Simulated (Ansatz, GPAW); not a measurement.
# Work function of B/Ti(0001) at several levels, part 2 of 3

How far do functional and basis move the work function of B/Ti(0001)?

GPAW 26.7.0 and Ansatz 0.2.0; Ansatz plane waves; slab in vacuum with a dipole correction, relaxation (the session's first sound run).

So far, upper work function (eV): step 2 (relaxing the atoms) 5.30.

**3. Plane waves, PBE**

With the geometry fixed, the planar mean of the potential gives the vacuum level on each side.

This step: GPAW, PAW setups; slab in vacuum (GPAW 26.7.0).

run.py reads:

```python
import json
import numpy as np
from ase import Atoms
from gpaw import GPAW, PW

slab = Atoms(
    ['Ti', 'Ti', 'Ti', 'Ti', 'B'],
    positions=[
        [2.95000, 1.70318, 7.00000],
        [-0.00000, -0.00000, 9.34230],
        [2.95000, 1.70318, 11.66688],
        [-0.00000, -0.00000, 14.08901],
        [1.47500, 0.85159, 15.57354]],
    cell=[[2.95, 0.0, 0.0], [1.475, 2.55477, 0.0], [0.0, 0.0, 22.77412]],
    pbc=[True, True, False])

slab.calc = GPAW(mode=PW(500), xc='PBE', kpts={'size': (12, 12, 1), 'gamma': True},
                 occupations={'name': 'fermi-dirac', 'width': 0.1}, nbands='140%',
                 convergence={'density': 1e-05}, maxiter=200,
                 poissonsolver={'dipolelayer': 'xy'},
                 symmetry={'tolerance': 1e-3}, txt='slab.txt')
result = {}
energy = slab.get_potential_energy()
fermi = slab.calc.get_fermi_level()
v = slab.calc.get_electrostatic_potential().mean((0, 1)) - fermi
n = slab.calc.get_pseudo_density().mean((0, 1))
L = slab.cell[2, 2]
z = np.arange(len(v)) * L / len(v)
low, high = slab.positions[:, 2].min(), slab.positions[:, 2].max()
below, above = np.interp([low - 4.8, high + 4.8], z, v)
slopes = [np.interp(x, z, np.gradient(v, z)) for x in (low - 4.8, high + 4.8)]
eps = np.array([[slab.calc.get_eigenvalues(k, s) for k in range(len(slab.calc.get_ibz_k_points()))]
                for s in range(slab.calc.get_number_of_spins())]) - fermi
top, bottom = eps[eps < 0].max(), eps[eps > 0].min()
dipole = slab.get_dipole_moment()[2]
print(f'energy {energy:.4f} eV, Fermi level {fermi:.4f} eV, dipole {dipole:.5f} e A')
print(f'potential 4.8 A off the faces, from the Fermi level: lower {below:.4f} eV, upper {above:.4f} eV')
print(f'slope of the potential there: lower {slopes[0]:.5f}, upper {slopes[1]:.5f} eV/A')
print(f'nearest levels on the mesh: {top:.4f} and {bottom:.4f} eV')
print('magnetic moment', round(slab.get_magnetic_moment(), 3))
result.update(energy=energy, fermi=fermi, dipole=dipole, below=below, above=above, slopes=slopes, edges=[top, bottom],
              z=z.tolist(), v=v.tolist(), n=n.tolist(), positions=slab.positions.tolist(),
              forces=slab.get_forces(apply_constraint=False).tolist(), moments=slab.get_magnetic_moments().tolist())
json.dump(result, open('result.json', 'w'))
```

Launch:

```
$ OMP_NUM_THREADS=1 OPENBLAS_NUM_THREADS=1 python run.py
```

The program printed:

```text
energy -29.7805 eV, Fermi level 1.2020 eV, dipole -0.03720 e A
potential 4.8 A off the faces, from the Fermi level: lower 4.4034 eV, upper 5.2976 eV
slope of the potential there: lower -0.00274, upper 0.00003 eV/A
nearest levels on the mesh: -0.0111 and 0.0231 eV
magnetic moment 0.0
```

It took 1.8 min on 1 thread of Arm Neoverse V1, shared host; peak memory 0.24 GiB.

Numbers from this step:

| Property | Result |
| --- | --- |
| dipole along the normal | -0.03720 e·Å |
| levels nearest the Fermi level on the mesh | -0.01108, 0.02314 eV from the Fermi level |
| lower work function | 4.403 eV |

The electrostatic potential energy of an electron (without an applied field's), less the Fermi level, planar mean oscillates, so the rows of the table below give means over windows of 2.37 Å about each position, cut where the curve ends. Its maxima inside the range that stand out by 2 % of the span (Å: eV): 8.2: -0.171, 10.5: -0.464, 12.9: 0.125, 15.0: -3.98. Its minima: 7.0: -19.6, 9.3: -19.4, 11.7: -19.4, 14.0: -19.0, 15.6: -10.0.

Electrostatic potential energy of an electron (without an applied field's), less the Fermi level, planar mean against z; means over each step:

```tsv
z (Å)	electrostatic potential energy of an electron (without an applied field's), less the Fermi level, planar mean (eV)
1.19	4.44
3.56	4.33
5.93	-3.77
8.29	-8.34
10.67	-8.56
13.04	-7.62
15.41	-5.59
17.77	5.07
20.14	5.30
22.52	5.26
```

The pseudo valence density, planar mean oscillates, so the rows of the table below give means over windows of 2.28 Å about each position, cut where the curve ends. Its maxima inside the range that stand out by 2 % of the span (Å: e/Å³): 7.0: 1.62, 9.3: 1.61, 11.6: 1.57, 14.0: 1.62. Its minima: 8.2: 0.191, 10.4: 0.193, 12.9: 0.173.

Pseudo valence density, planar mean against z; means over each step:

```tsv
z (Å)	pseudo valence density, planar mean (e/Å³)
1.14	7.9e-6
3.42	0.00135
5.70	0.240
7.98	0.664
10.26	0.674
12.54	0.636
14.82	0.704
17.10	0.0491
19.38	9.6e-5
```

Force by atom:

```tsv
atom	x (eV/Å)	y (eV/Å)	z (eV/Å)	size
Ti1	0.000	0.000	0.505	0.505
Ti2	0.000	0.000	-0.528	0.528
Ti3	0.000	0.000	0.001	0.001
Ti4	0.000	0.000	-0.006	0.006
B5	0.000	0.000	0.030	0.030
```

The potential is flat to 0.003 eV/Å where it is read, so the vacuum is wide enough. The geometry is the other program's minimum; here the largest force on a free atom is 0.030 eV/Å.

**4. Self-consistent run: xc = "revPBE"**

The same geometry under revPBE, to see how far the functional moves the levels against the vacuum.

Edit run.py of step 3 so:

```diff
@@ -16,3 +16,3 @@
 
-slab.calc = GPAW(mode=PW(500), xc='PBE', kpts={'size': (12, 12, 1), 'gamma': True},
+slab.calc = GPAW(mode=PW(500), xc='revPBE', kpts={'size': (12, 12, 1), 'gamma': True},
                  occupations={'name': 'fermi-dirac', 'width': 0.1}, nbands='140%',
```

The program printed:

```text
energy -28.2934 eV, Fermi level 1.2875 eV, dipole -0.03781 e A
potential 4.8 A off the faces, from the Fermi level: lower 4.3024 eV, upper 5.2115 eV
slope of the potential there: lower -0.00291, upper 0.00004 eV/A
nearest levels on the mesh: -0.0108 and 0.0278 eV
magnetic moment 0.0
```

The job ended after 1.9 min (1 thread; peak memory 0.24 GiB).

This step gave:

```
dipole along the normal                    : -0.03781 e·Å
levels nearest the Fermi level on the mesh : -0.01084, 0.02778 eV from the Fermi level
upper work function                        : 5.211 eV
lower work function                        : 4.302 eV
```

The electrostatic potential energy of an electron (without an applied field's), less the Fermi level, planar mean oscillates, so the rows of the table below give means over windows of 2.37 Å about each position, cut where the curve ends. Its maxima inside the range that stand out by 2 % of the span (Å: eV): 8.2: -0.249, 10.5: -0.544, 12.9: 0.0461, 15.0: -4.06. Its minima: 7.0: -19.7, 9.3: -19.4, 11.7: -19.5, 14.0: -19.1, 15.6: -10.1.

Table of electrostatic potential energy of an electron (without an applied field's), less the Fermi level, planar mean by z; means over each step:

```tsv
z (Å)	electrostatic potential energy of an electron (without an applied field's), less the Fermi level, planar mean (eV)
1.19	4.34
3.56	4.23
5.93	-3.85
8.29	-8.42
10.67	-8.64
13.04	-7.70
15.41	-5.67
17.77	4.99
20.14	5.21
22.52	5.18
```

The pseudo valence density, planar mean oscillates, so the rows of the table below give means over windows of 2.28 Å about each position, cut where the curve ends. Its maxima inside the range that stand out by 2 % of the span (Å: e/Å³): 7.0: 1.62, 9.3: 1.61, 11.6: 1.57, 14.0: 1.62. Its minima: 8.2: 0.191, 10.4: 0.193, 12.9: 0.174.

Table of pseudo valence density, planar mean by z; means over each step:

```tsv
z (Å)	pseudo valence density, planar mean (e/Å³)
1.14	8.4e-6
3.42	0.00132
5.70	0.240
7.98	0.664
10.26	0.674
12.54	0.636
14.82	0.704
17.10	0.0492
19.38	9.6e-5
```

Force by atom:

```tsv
atom	x (eV/Å)	y (eV/Å)	z (eV/Å)	size
Ti1	0.000	0.000	0.392	0.392
Ti2	0.000	0.000	-0.526	0.526
Ti3	0.000	0.000	0.010	0.010
Ti4	0.000	0.000	-0.038	0.038
B5	0.000	0.000	0.163	0.163
```

The upper face's work function is 5.211 eV, against 5.298 eV in the first plane-wave PBE run at this geometry.

**5. Self-consistent run: xc = "LDA"**

The same geometry under LDA, to see how far the functional moves the levels against the vacuum.

Edit run.py of step 4 so:

```diff
@@ -16,3 +16,3 @@
 
-slab.calc = GPAW(mode=PW(500), xc='revPBE', kpts={'size': (12, 12, 1), 'gamma': True},
+slab.calc = GPAW(mode=PW(500), xc='LDA', kpts={'size': (12, 12, 1), 'gamma': True},
                  occupations={'name': 'fermi-dirac', 'width': 0.1}, nbands='140%',
```

The program printed:

```text
energy -33.1925 eV, Fermi level 0.9734 eV, dipole -0.03696 e A
potential 4.8 A off the faces, from the Fermi level: lower 4.5862 eV, upper 5.4748 eV
slope of the potential there: lower -0.00244, upper 0.00002 eV/A
nearest levels on the mesh: -0.0136 and 0.0249 eV
magnetic moment 0.0
```

It took 1.7 min on 1 thread; peak memory 0.24 GiB.

Numbers from this step:

| Property | Result |
| --- | --- |
| dipole along the normal | -0.03696 e·Å |
| levels nearest the Fermi level on the mesh | -0.01358, 0.02493 eV from the Fermi level |
| upper work function | 5.475 eV |
| lower work function | 4.586 eV |

The electrostatic potential energy of an electron (without an applied field's), less the Fermi level, planar mean oscillates, so the rows of the table below give means over windows of 2.37 Å about each position, cut where the curve ends. Its maxima inside the range that stand out by 2 % of the span (Å: eV): 8.2: 0.124, 10.5: -0.160, 12.9: 0.416, 15.0: -3.70. Its minima: 7.0: -19.3, 9.3: -19.1, 11.7: -19.1, 14.0: -18.7, 15.6: -9.87.

The electrostatic potential energy of an electron (without an applied field's), less the Fermi level, planar mean by z; means over each step:

z (Å), electrostatic potential energy of an electron (without an applied field's), less the Fermi level, planar mean (eV) and a bar from the least value:
```
     1.19        4.6 ############################
     3.56        4.5 ############################
     5.93       -3.5 ##########
     8.29       -8.0 
    10.67       -8.2 
    13.04       -7.3 ##
    15.41       -5.4 ######
    17.77        5.2 #############################
    20.14        5.5 ##############################
    22.52        5.4 ##############################
```

The upper face's work function is 5.475 eV, against 5.298 eV in the first plane-wave PBE run at this geometry.

**6. Self-consistent run: xc = "vdW-DF2"**

The same geometry under vdW-DF2, to see how far the functional moves the levels against the vacuum (the van der Waals functionals take revPBE setups).

Edit run.py of step 5 so:

```diff
@@ -16,3 +16,3 @@
 
-slab.calc = GPAW(mode=PW(500), xc='LDA', kpts={'size': (12, 12, 1), 'gamma': True},
+slab.calc = GPAW(mode=PW(500), xc='vdW-DF2', kpts={'size': (12, 12, 1), 'gamma': True},
                  occupations={'name': 'fermi-dirac', 'width': 0.1}, nbands='140%',
```

The program printed:

```text
energy -196.1539 eV, Fermi level 1.0560 eV, dipole -0.04074 e A
potential 4.8 A off the faces, from the Fermi level: lower 4.6218 eV, upper 5.6022 eV
slope of the potential there: lower -0.00536, upper 0.00046 eV/A
nearest levels on the mesh: -0.0037 and 0.0206 eV
magnetic moment 0.0
```

It took 2.2 min on 1 thread; peak memory 0.4 GiB.

Numbers from this step:

```
dipole along the normal                    : -0.04074 e·Å
levels nearest the Fermi level on the mesh : -0.003651, 0.02061 eV from the Fermi level
upper work function                        : 5.602 eV
lower work function                        : 4.622 eV
```

The electrostatic potential energy of an electron (without an applied field's), less the Fermi level, planar mean oscillates, so the rows of the table below give means over windows of 2.37 Å about each position, cut where the curve ends. Its maxima inside the range that stand out by 2 % of the span (Å: eV): 8.2: -0.305, 10.5: -0.575, 12.9: 0.0337, 15.0: -3.95. Its minima: 7.0: -19.5, 9.3: -19.2, 11.7: -19.3, 14.0: -19.0, 15.6: -9.89.

Electrostatic potential energy of an electron (without an applied field's), less the Fermi level, planar mean against z; means over each step:

```tsv
z (Å)	electrostatic potential energy of an electron (without an applied field's), less the Fermi level, planar mean (eV)
1.19	4.66
3.56	4.53
5.93	-3.65
8.29	-8.34
10.67	-8.54
13.04	-7.62
15.41	-5.50
17.77	5.34
20.14	5.60
22.52	5.56
```

The upper face's work function is 5.602 eV, against 5.298 eV in the first plane-wave PBE run at this geometry.

**7. Real-space grid: mode = "fd"**

A real-space grid is a second complete basis, so it checks the plane-wave result.

Edit run.py of step 6 so:

```diff
@@ -3,3 +3,3 @@
 from ase import Atoms
-from gpaw import GPAW, PW
+from gpaw import GPAW
 
@@ -16,3 +16,3 @@
 
-slab.calc = GPAW(mode=PW(500), xc='vdW-DF2', kpts={'size': (12, 12, 1), 'gamma': True},
+slab.calc = GPAW(mode='fd', h=0.18, xc='PBE', kpts={'size': (12, 12, 1), 'gamma': True},
                  occupations={'name': 'fermi-dirac', 'width': 0.1}, nbands='140%',
```

The program printed:

```text
energy -30.0743 eV, Fermi level -4.8504 eV, dipole -0.03719 e A
potential 4.8 A off the faces, from the Fermi level: lower 4.4027 eV, upper 5.2971 eV
slope of the potential there: lower -0.00253, upper 0.00008 eV/A
nearest levels on the mesh: -0.0112 and 0.0205 eV
magnetic moment 0.0
```

Elapsed: 7 min, on 1 thread; peak memory 0.76 GiB.

This step gave:

* dipole along the normal: -0.03719 e·Å
* levels nearest the Fermi level on the mesh: -0.01124, 0.02051 eV from the Fermi level
* upper work function: 5.297 eV
* lower work function: 4.403 eV

The upper face's work function is 5.297 eV, against 5.298 eV in the first plane-wave PBE run at this geometry.

**8. Atomic orbitals: mode = "lcao"**

Atom-centred orbitals end a few angstrom from the surface, which tests how much the density's tail matters.

Edit run.py of step 7 so:

```diff
@@ -16,4 +16,4 @@
 
-slab.calc = GPAW(mode='fd', h=0.18, xc='PBE', kpts={'size': (12, 12, 1), 'gamma': True},
-                 occupations={'name': 'fermi-dirac', 'width': 0.1}, nbands='140%',
+slab.calc = GPAW(mode='lcao', basis='dzp', h=0.18, xc='PBE', kpts={'size': (12, 12, 1), 'gamma': True},
+                 occupations={'name': 'fermi-dirac', 'width': 0.1}, nbands='120%',
                  convergence={'density': 1e-05}, maxiter=200,
```

The program printed:

```text
energy -29.4510 eV, Fermi level -4.8314 eV, dipole -0.03660 e A
potential 4.8 A off the faces, from the Fermi level: lower 4.3916 eV, upper 5.2711 eV
slope of the potential there: lower -0.00101, upper 0.00000 eV/A
nearest levels on the mesh: -0.0094 and 0.0280 eV
magnetic moment 0.0
```

The job ended after 21 min (1 thread; peak memory 0.4 GiB).

Numbers from this step:

```yaml
dipole_along_the_normal: -0.03660 e·Å
levels_nearest_the_fermi_level_on_the_mesh: -0.009371, 0.02798 eV from the Fermi level
upper_work_function: 5.271 eV
lower_work_function: 4.392 eV
```

The upper face's work function is 5.271 eV, against 5.298 eV in the first plane-wave PBE run at this geometry.

**9. Cost and result by level**

Times are for 1 thread of Arm Neoverse V1, shared host. The series side by side:

```tsv
no.	run	upper work function (eV)	lower work function (eV)	time	memory (GiB)
1	pw	5.298	4.403	1.8 min	0.24
2	revPBE	5.211	4.302	1.9 min	0.24
3	LDA	5.475	4.586	1.7 min	0.24
4	vdW DF2	5.602	4.622	2.2 min	0.4
5	fd	5.297	4.403	7 min	0.76
6	lcao	5.271	4.392	21 min	0.4
```

[end of part 2 of 3]

[Logs are printed without paths, hosts, clocks, repeated set-up lines and the standing remarks that a program may print on its own settings, such as how far it seeks lower states.]

[Hosts, paths, dates, database ids (printed as entryN), source tags and the programs' standing remarks are cut or masked in the printed files.]
